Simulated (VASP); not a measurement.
# Pb (P6_3/mmc) in VASP: further runs

The runs below take Pb through single point, with PBEsol.

Everything below comes from runs of VASP 6.6.1. Logs are shortened: lines on timing, memory, paths and dates and some standing lists are left out, and cuts for length are marked.

**1. The crystal as given**

The structure is hexagonal, space group P6_3/mmc (No. 194). The conventional cell has a = 3.480 Å, b = 3.480 Å, c = 5.590 Å, α = 90.00°, β = 90.00°, γ = 120.00°. Around Pb (site symmetry -6m2) lie 12 Pb at 3.44 to 3.48 Å.

This isn't the form of Pb at room conditions, which is fcc.

**2. Single point, PBEsol**

Input file INCAR:

```
PREC = Normal
ENCUT = 450
EDIFF = 1E-4
ISMEAR = -1
SIGMA = 0.2
LREAL = Auto
LASPH = True
NELM = 100
ALGO = Normal
ISIF = 2
LWAVE = False
LCHARG = False
GGA = PS
ADDGRID = False
```

Input file KPOINTS:

```
regular mesh
0
Gamma
  14 14 8
```

Input file POSCAR:

```
Pb
1.0
    3.4800000000      0.0000000000      0.0000000000
   -1.7400000000      3.0137684052      0.0000000000
    0.0000000000      0.0000000000      5.5900000000
Pb
2
Direct
    0.6666666667      0.3333333333      0.7500000000
    0.3333333333      0.6666666667      0.2500000000
```

Potentials or basis: VASP PAW PBE potentials, release 64 (Pb_d).

Started as:

```console
$ cat potpaw_PBE.64/Pb_d/POTCAR > POTCAR
$ mpirun -np 1 vasp_std > vasp.out
```

OUTCAR:

```text
PREC = Normal
   ENCUT = 450
   EDIFF = 1E-4
   ISMEAR = -1
   LREAL = Auto
   LASPH = True
   NELM = 100
   ISIF = 2
   GGA = PS

 Found    120 irreducible k-points:

 Following reciprocal coordinates:
            Coordinates               Weight
  0.000000  0.000000  0.000000      1.000000
  0.071429  0.000000  0.000000      6.000000
  0.142857  0.000000  0.000000      6.000000
  0.214286  0.000000  0.000000      6.000000
  0.285714  0.000000  0.000000      6.000000
  0.357143  0.000000  0.000000      6.000000
   k-points           NKPTS =    120   k-points in BZ     NKDIM =    120   number of bands    NBANDS=     18
   number of dos      NEDOS =    301   number of ions     NIONS =      2
   total plane-waves  NPLWV =   9720
   dimension x,y,z NGX =    18 NGY =   18 NGZ =   30
   dimension x,y,z NGXF=    36 NGYF=   36 NGZF=   60
   ions per type =               2
   NGX,Y,Z   is equivalent  to a cutoff of   8.60,  8.60,  8.92 a.u.
   NGXF,Y,Z  is equivalent  to a cutoff of  17.20, 17.20, 17.84 a.u.
 SYSTEM =  unknown system
   PREC   = normal    normal or accurate (medium, high low for compatibility)
   ISTART =      0    job   : 0-new  1-cont  2-samecut
   ICHARG =      2    charge: 1-file 2-atom 10-const
   ISPIN  =      1    spin polarized calculation?
   LNONCOLLINEAR =      F non collinear calculations
   LSORBIT =      F    spin-orbit coupling
   LASPH  =      T    aspherical Exc in radial PAW
   ENCUT  =  450.0 eV  33.07 Ry    5.75 a.u.   6.02  6.02  9.67*2*pi/ulx,y,z
   NELM   =    100;   NELMIN=  2; NELMDL= -5     # of ELM steps
   EDIFF  = 0.1E-03   stopping-criterion for ELM
   LREAL  =      T    real-space projection
   EDIFFG = 0.1E-02   stopping-criterion for IOM
   NSW    =      0    number of steps for IOM
   IBRION =     -1    ionic relax: 0-MD 1-quasi-New 2-CG
   NFREE  =      0    steps in history (QN), initial steepest desc. (CG)
   ISIF   =      2    stress and relaxation
   ISYM   =      2    0-nonsym 1-usesym 2-fastsym
   POTIM  = 0.5000    time-step for ionic-motion
   TEBEG  =    0.0;   TEEND  =   0.0 temperature during run
   PSTRESS=    0.0 pullay stress
   NELECT =      28.0000    total number of electrons
   NUPDOWN=      -1.0000    fix difference up-down
   EMIN   =  10.00;   EMAX   =-10.00  energy-range for DOS
   EFERMI =   0.00;   METHOD = LEGACY
   ISMEAR =    -1;   SIGMA  =   0.20  broadening in eV -4-tet -1-fermi 0-gaus
   EFERMI_NEDOS =   21; number of points for ismear=-14 and -15
   IALGO  =     38    algorithm
   IMIX   =      4    mixing-type and parameters
     AMIX     =   0.40;   BMIX     =  1.00
     AMIX_MAG =   1.60;   BMIX_MAG =  1.00
  volume/ion in A,a.u.               =      29.31       197.82
  Fermi-wavevector in a.u.,A,eV,Ry     =   1.279658  2.418203 22.279870  1.637524
  Thomas-Fermi vector in A             =   2.412131
   LORBIT       =      0    0 simple, 1 ext, 2 COOP (PROOUT), +10 PAW based schemes
   GGA     = PS    functional components
   LHFCALC =     F    Hartree Fock is set to
   AEXX    =    0.0000 exact exchange contribution
   IVDW    =     0    specifies the selected vdW correction
   LEPSILON=     F    determine dielectric tensor
   LRPA    =     F    only Hartree local field effects (RPA)
 non-spin polarized calculation
  energy-cutoff  :      450.00
  volume of cell :       58.63
 maximum number of plane-waves:      1292
   NGX = 13   NGY = 13   NGZ = 19

 number of electron      27.9999964 magnetization

 Free energy of the ion-electron system (eV)
  ---------------------------------------------------
  ext. energy  EPLUGINS =         0.00000000
  ---------------------------------------------------
  free energy    TOTEN  =        -8.03863848 eV

  energy without entropy =       -7.89842346  energy(sigma->0) =       -7.96853097

 E-fermi :   7.4475     XC(G=0): -10.5063

 val. band max:        7.4470609440   @ k =   0.2857   0.0000   0.2500
 cond. band min:       7.4871518797   @ k =   0.4286   0.1429   0.2500
 fundamental gap:      0.0400909358
 Fermi energy:         7.4474975050

 k-point     1 :       0.0000    0.0000    0.0000
  band No.  band energies     occupation
      1      -9.5728      2.00000
      2      -9.5228      2.00000
      3      -9.5086      2.00000
      4      -9.5086      2.00000
      5      -9.4834      2.00000
      6      -9.4834      2.00000
      7      -9.4417      2.00000
      8      -9.4417      2.00000
      9      -9.2428      2.00000
     10      -9.2428      2.00000
     11      -4.5233      2.00000
     12      -0.5404      2.00000
     13       3.1381      2.00000
     14      13.0391      0.00000
     15      13.0391      0.00000
     16      14.9472      0.00000
     17      14.9472      0.00000
     18      15.6204      0.00000

 k-point     2 :       0.0714    0.0000    0.0000
  band No.  band energies     occupation
      1      -9.5687      2.00000
      2      -9.5322      2.00000
      3      -9.4957      2.00000
      4      -9.4939      2.00000
      5      -9.4807      2.00000
      6      -9.4710      2.00000
      7      -9.4479      2.00000
      8      -9.4470      2.00000
      9      -9.2522      2.00000
     10      -9.2408      2.00000
     11      -4.4339      2.00000
     12      -0.4747      2.00000
     13       3.2445      2.00000
     14      11.9582      0.00000
     15      12.6390      0.00000
     16      14.1917      0.00000
     17      15.1171      0.00000
     18      15.5103      0.00000

 k-point     3 :       0.1429    0.0000    0.0000
  band No.  band energies     occupation
      1      -9.5788      2.00000
      2      -9.5262      2.00000
      3      -9.4843      2.00000
      4      -9.4660      2.00000
      5      -9.4611      2.00000
      6      -9.4596      2.00000
      7      -9.4530      2.00000
      8      -9.4359      2.00000
      9      -9.2774      2.00000
     10      -9.2357      2.00000
     11      -4.1653      2.00000
     12      -0.2806      2.00000
     13       3.5595      2.00000
     14      10.0590      0.00000
     15      11.8615      0.00000
     16      12.8208      0.00000
     17      14.9831      0.00000
     18      15.1214      0.00000

 k-point     4 :       0.2143    0.0000    0.0000
  band No.  band energies     occupation
      1      -9.6086      2.00000
      2      -9.5117      2.00000
      3      -9.4943      2.00000
      4      -9.4802      2.00000
      5      -9.4736      2.00000
      6      -9.4071      2.00000
      7      -9.4025      2.00000
      8      -9.3842      2.00000
      9      -9.3105      2.00000
     10      -9.2296      2.00000
     11      -3.7180      2.00000
     12       0.0281      2.00000
     13       4.0700      2.00000
     14       8.1443      0.05954
     15      11.0684      0.00000
     16      11.1970      0.00000
     17      13.8614      0.00000
     18      14.7295      0.00000

 k-point     5 :       0.2857    0.0000    0.0000
  band No.  band energies     occupation
      1      -9.6414      2.00000
      2      -9.5288      2.00000
      3      -9.5174      2.00000
      4      -9.5000      2.00000
      5      -9.4432      2.00000
      6      -9.3487      2.00000
      7      -9.3462      2.00000
      8      -9.3430      2.00000
      9      -9.3255      2.00000
     10      -9.2241      2.00000
     11      -3.0985      2.00000
     12       0.4030      2.00000
     13       4.7544      2.00000
     14       6.4296      1.98775
     15       9.5132      0.00007
     16      10.3829      0.00000
     17      12.4662      0.00000
     18      14.1948      0.00000

 k-point     6 :       0.3571    0.0000    0.0000
  band No.  band energies     occupation
      1      -9.6699      2.00000
      2      -9.5623      2.00000
      3      -9.5288      2.00000
      4      -9.5169      2.00000
      5      -9.4125      2.00000
      6      -9.3688      2.00000
      7      -9.2959      2.00000
      8      -9.2958      2.00000
      9      -9.2712      2.00000
     10      -9.2201      2.00000
     11      -2.3297      2.00000
     12       0.6950      2.00000
     13       5.1213      1.99998
     14       5.5748      1.99983
     15       7.9438      0.15432
     16       9.8611      0.00001
     17      11.0708      0.00000
     18      13.6843      0.00000

 [... further k-points ...]

------------------------ aborting loop because EDIFF is reached ----------------------------------------

  FORCE on cell =-STRESS in cart. coord.  units (eV):
  Direction    XX          YY          ZZ          XY          YZ          ZX
  --------------------------------------------------------------------------------------
  -------------------------------------------------------------------------------------
  Total        0.1579669      0.1579669      0.7793782     -0.0000000      0.0000000      0.0000000
  in kB        4.3169382      4.3169382     21.2989347     -0.0000000      0.0000000      0.0000000
  external PRESSURE =       9.9776037 kB  Pullay stress =       0.0000000 kB

 VOLUME and BASIS-vectors are now :
 -----------------------------------------------------------------------------
  energy-cutoff  :      450.00
  volume of cell :       58.63
      direct lattice vectors                 reciprocal lattice vectors
     3.480000000  0.000000000  0.000000000     0.287356322  0.165905250  0.000000000
    -1.740000000  3.013768405  0.000000000     0.000000000  0.331810500  0.000000000
     0.000000000  0.000000000  5.590000000     0.000000000  0.000000000  0.178890877

 POSITION                                       TOTAL-FORCE (eV/Angst)
 -----------------------------------------------------------------------------------
      1.74000      1.00459      4.19250        -0.000000      0.000000      0.000000
     -0.00000      2.00918      1.39750         0.000000     -0.000000      0.000000
 -----------------------------------------------------------------------------------
    total drift:                               -0.000000      0.000000      0.000000

  FREE ENERGIE OF THE ION-ELECTRON SYSTEM (eV)
  ---------------------------------------------------
  free  energy   TOTEN  =        -8.0386384793 eV

  energy  without entropy=       -7.8984234580  energy(sigma->0) =       -7.96853097
```

Wall time 18 s (1 thread of Intel Xeon 6975P-C (Granite Rapids), shared host); peak memory 0.17 GiB.

The run converged, but some of its settings lie outside the range that counts as converged, so its numbers aren't taken as properties of the crystal.

What came out:

| Item | Value |
| --- | --- |
| Free energy | -8.0386 eV |
| Pressure | 1.0 GPa |
| Band gap on the k mesh | none (metal or under the smearing width) |

Caveat: the PAW data sets were made with another functional, which shifts forces and pressure a little.

**3. Single point, PBEsol**

INCAR is that of step 2.

KPOINTS is that of step 2.

Input file POSCAR:

```
Pb
1.0
    3.4800000000      0.0000000000      0.0000000000
   -1.7400000000      3.0137684052      0.0000000000
    0.0000000000      0.0000000000      5.5900000000
Pb
2
Direct
    0.6916670000      0.3496840000      0.7502860000
    0.3559200000      0.6835750000      0.2530120000
```

Potentials or basis: VASP PAW PBE potentials, release 64 (Pb_d).

Started as:

```console
$ cat potpaw_PBE.64/Pb_d/POTCAR > POTCAR
$ mpirun -np 1 vasp_std > vasp.out
```

It took 1.8 min on 1 thread of Intel Xeon 6975P-C (Granite Rapids), shared host; peak memory 0.44 GiB.

The run converged, but some of its settings lie outside the range that counts as converged, so its numbers aren't taken as properties of the crystal.

What came out:

| Item | Value |
| --- | --- |
| Free energy | -8.0397 eV |
| Pressure | 1.1 GPa |
| Largest force | 0.031 eV/Å |
| Band gap on the k mesh | none (metal or under the smearing width) |

Caveat: the PAW data sets were made with another functional, which shifts forces and pressure a little.

**4. Single point, PBEsol**

Input file INCAR:

```
PREC = Accurate
ENCUT = 350
EDIFF = 1E-6
ISMEAR = -1
SIGMA = 0.2
LREAL = False
LASPH = True
NELM = 100
ALGO = Normal
ISIF = 2
LWAVE = False
LCHARG = False
GGA = PS
ADDGRID = False
```

Input file KPOINTS:

```
regular mesh
0
Gamma
  16 16 9
```

Input file POSCAR:

```
Pb
1.0
    3.4800000000      0.0000000000      0.0000000000
   -1.7400000000      3.0137684052      0.0000000000
    0.0000000000      0.0000000000      5.5900000000
Pb
2
Direct
    0.6666666667      0.3333333333      0.7500000000
    0.3333333333      0.6666666667      0.2500000000
```

Started as:

```console
$ cat potpaw_PBE.64/Pb_d/POTCAR > POTCAR
$ mpirun -np 1 vasp_std > vasp.out
```

Wall time 20 s (1 thread of Intel Xeon 6975P-C (Granite Rapids), shared host); peak memory 0.2 GiB.

These settings aren't checked as converged: the numbers below hold their error.

Results:

* Free energy: -8.0335 eV
* Pressure: 0.6 GPa
* Band gap on the k mesh: none (metal or under the smearing width)

Caveat: the PAW data sets were made with another functional, which shifts forces and pressure a little.

**5. Single point, PBEsol**

INCAR is that of step 4.

KPOINTS is that of step 4.

Input file POSCAR:

```
Pb
1.0
    3.4800000000      0.0000000000      0.0000000000
   -1.7400000000      3.0137684052      0.0000000000
    0.0000000000      0.0000000000      5.5900000000
Pb
2
Direct
    0.6916670000      0.3496840000      0.7502860000
    0.3559200000      0.6835750000      0.2530120000
```

Started as:

```console
$ cat potpaw_PBE.64/Pb_d/POTCAR > POTCAR
$ mpirun -np 1 vasp_std > vasp.out
```

It took 2.4 min on 1 thread of Intel Xeon 6975P-C (Granite Rapids), shared host; peak memory 0.6 GiB.

The run converged, but some of its settings lie outside the range that counts as converged, so its numbers aren't taken as properties of the crystal.

What came out:

| Quantity | Value |
| --- | --- |
| Free energy | -8.0332 eV |
| Pressure | 0.6 GPa |
| Largest force | 0.038 eV/Å |
| Band gap on the k mesh | none (metal or under the smearing width) |

Caveat: the PAW data sets were made with another functional, which shifts forces and pressure a little.
